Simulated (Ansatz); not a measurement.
Crystal: TiSi2.

```xyz
6
Lattice="0.0000 4.1175 4.2629 2.3895 0.0000 4.2629 2.3895 4.1175 0.0000" Properties=species:S:1:pos:R:3 pbc="T T T"
Ti    3.5843    6.1763    6.3943
Ti    2.3895    4.1175    4.2629
Si    1.1948    3.3975    2.1314
Si    1.1948    0.7200    2.1314
Si    2.3895    1.3387    4.2629
Si    2.3895    6.8963    4.2629
```

The cell is a database's computed one.

Base run:

| Quantity | Value |
| --- | --- |
| Program | Ansatz 0.2.0 |
| Functional | PBE |
| Potentials or basis | Ansatz PAW |
| Cutoff | 420 eV (not typed: the program's choice for these potentials) |
| k mesh | 7 × 7 × 7 |
| Occupations | fermi-dirac, width 0.05 eV |
| Spin | no spin polarisation |
| Hubbard terms | Ti d U = 8 eV |

Its results: band gap on the k mesh none (metal or under the smearing width); pressure 11.5 GPa; largest force 0.257 eV/Å.

Problem. The run is repeated on the same cell with these changes: hubbard terms from Ti d U = 8 eV to Ti d U = 5 eV. What comes out?

Solution. Band gap on the k mesh none (metal or under the smearing width); pressure 6.4 GPa; largest force 0.121 eV/Å.

Caveats: U without spin polarisation on a metal has little footing; the U is typed as a test and isn't derived for this compound.
